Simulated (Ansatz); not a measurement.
Crystal: MnSb.

```
CELL_PARAMETERS angstrom
4.15000 0.00000 0.00000
-2.07500 3.59401 0.00000
0.00000 0.00000 5.78000
ATOMIC_POSITIONS crystal
Sb 0.66667 0.33333 0.75000
Sb 0.33333 0.66667 0.25000
Mn 0.00000 0.00000 0.50000
Mn 0.00000 0.00000 0.00000
```

Base run:

```yaml
Program: Ansatz 0.2.0
Functional: PBE
Potentials_or_basis: Ansatz PAW
Cutoff: "420 eV (not typed: the program's choice for these potentials)"
k_mesh: 7 × 7 × 5
Occupations: fermi-dirac, width 0.05 eV
Spin: no spin polarisation
```

Its results: band gap on the k mesh none (metal or under the smearing width); pressure -16.1 GPa.

Problem. The run is repeated on the same cell with these changes: spin from no spin polarisation to collinear spin, random start. What comes out?

Solution. Band gap on the k mesh none (metal or under the smearing width); pressure -3.2 GPa; net moment 6.71 μB per cell; site moments Sb -0.12; Mn +3.44 μB.
